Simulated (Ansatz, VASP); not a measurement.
This is a calculation of GaSb for Ansatz 0.2.0. 

Contents of input.yaml:

```yaml
crystal:
  lattice:
    - [0.0, 3.059, 3.059]
    - [3.059, 0.0, 3.059]
    - [3.059, 3.059, 0.0]
  atoms:
    - { symbol: Sb, position: [0.75, 0.75, 0.75] }
    - { symbol: Ga, position: [0.0, 0.0, 0.0] }
kpoints:
  mp_grid: { grid: [8, 8, 8] }
scf:
  occupations: { method: fermi_dirac, width: 0.05 }
hamiltonian:
  xc: rpbe
  pseudopotentials: { kind: all_electron, lapw: { basis_error: 0.001 } }
output:
  forces: true
  stress: true
relax:
  f_tol: 0.005
  max_steps: 60
  cell: {}
```

Potentials or basis: all-electron LAPW, scalar-relativistic.

Launch:

```console
$ ansatz run input.yaml --threads 1 --pin off --max-ram 3072MiB --backend cpu --events-out ev --progress --plain --runs-dir out
```

Task: Translate it to VASP 6.6.1. Potentials or basis there: PBE PAW files Ga_d, Sb, 600 eV.

Result: As run (cutoffs and basis follow the program's own potentials, and thresholds, step limits or extra output files can differ):

File INCAR:

```
SYSTEM = GaSb
  ALGO = Normal
  EDIFF = 1E-6
  EDIFFG = -0.01
  ENCUT = 600
  GGA = RP
  IBRION = 2
  ISIF = 3
  ISMEAR = -1
  LASPH = .True.
  LCHARG = .False.
  LREAL = .False.
  LWAVE = .False.
  NELM = 80
  NSW = 40
  PREC = Accurate
  SIGMA = 0.05
```

Contents of KPOINTS:

```
k-points
0
Gamma
  8 8 8
  0 0 0
```

File POSCAR:

```
GaSb
1.0
    0.0000000000      3.0590000000      3.0590000000
    3.0590000000      0.0000000000      3.0590000000
    3.0590000000      3.0590000000      0.0000000000
Sb Ga
1 1
Direct
    0.7500000000      0.7500000000      0.7500000000
    0.0000000000      0.0000000000      0.0000000000
```

Potentials or basis: VASP PAW PBE potentials, release 64 (Sb, Ga_d).

The run is started by

```console
$ cat potpaw_PBE.64/Sb/POTCAR potpaw_PBE.64/Ga_d/POTCAR > POTCAR
$ mpirun -np 1 vasp_std > vasp.out
```

Both were run:

|  | Ansatz | VASP |
| --- | --- | --- |
| Relaxed volume | 31.03 Å³/atom | 31.02 Å³/atom |
| Relaxed cell | a = 4.444 Å, b = 4.444 Å, c = 4.444 Å, α = 60.00°, β = 60.00°, γ = 60.00° | a = 4.443 Å, b = 4.443 Å, c = 4.443 Å, α = 60.00°, β = 60.00°, γ = 60.00° |
| Space group after relaxing | F-43m (No. 216) | F-43m (No. 216) |
| Pressure after relaxing | 0.0 GPa | 0.0 GPa |

VASP's potentials were made for PBE.

Where Ansatz's input types no cutoff or centring, it takes its own default and a Γ-centred mesh.

Pressure is positive in compression.
